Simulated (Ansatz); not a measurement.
# Ni: the cost of one run

Computed with Ansatz 0.2.0 (DFT PBE, scalar-relativistic, plane waves, PAW, unless a step's input says otherwise).

### Step 1. The system as given

Symmetry: P6_3/mmc, No. 194, hexagonal system. Conventional cell: a = 2.686 Å, b = 2.686 Å, c = 7.315 Å, α = 90.00°, β = 90.00°, γ = 120.00°. Ni (site symmetry -6m2) has 3 Ni at 1.55 Å as nearest neighbours.

Coordinates:

```cif
data_structure
_symmetry_space_group_name_H-M 'P 1'
_symmetry_Int_Tables_number 1
_cell_length_a 2.6858
_cell_length_b 2.6858
_cell_length_c 7.3149
_cell_angle_alpha 90.000
_cell_angle_beta 90.000
_cell_angle_gamma 120.000
_cell_volume 45.70
loop_
_atom_site_label
_atom_site_type_symbol
_atom_site_fract_x
_atom_site_fract_y
_atom_site_fract_z
_atom_site_occupancy
Ni1 Ni 0.00000 0.00000 0.25000 1
Ni2 Ni 0.00000 0.00000 0.75000 1
Ni3 Ni 0.33333 0.66667 0.75000 1
Ni4 Ni 0.66667 0.33333 0.25000 1
```

This is candidate A: graphite type (P6_3/mmc, No. 194).

(A quick probe on a coarse mesh, which set the mesh and smearing, is not shown.)

### Step 3. Coarse relaxation (candidate A)

Input file input.yaml:

```yaml
crystal:
  lattice:
    - [2.6857546775, 0.0, 0.0]
    - [-1.3428773387, 2.325931779, 0.0]
    - [0.0, 0.0, 7.3148603004]
  atoms:
    - { symbol: Ni, position: [0.0, 0.0, 0.25], spin: 0.3 }
    - { symbol: Ni, position: [0.0, 0.0, 0.75], spin: 0.3 }
    - { symbol: Ni, position: [0.3333333333, 0.6666666667, 0.75], spin: 0.3 }
    - { symbol: Ni, position: [0.6666666667, 0.3333333333, 0.25], spin: 0.3 }
basis:
  ecutwfc: 420
kpoints:
  mp_grid: { grid: [9, 9, 4] }
hamiltonian:
  xc: pbe
scf:
  occupations: { method: gaussian, width: 0.1 }
  lower_state_search: "off"
output:
  forces: true
  stress: true
  eigenvalues: true
  populations: true
magnetization:
  spin_polarized: true
relax:
  adjacent_minimum: "off"
  f_tol: 0.04
  max_steps: 70
  cell: { stress_tol: 0.4 }
```

What time and memory should one allow on 1 thread of an Arm CPU, shared host?

About 6 min, with a peak of 0.41 GiB.
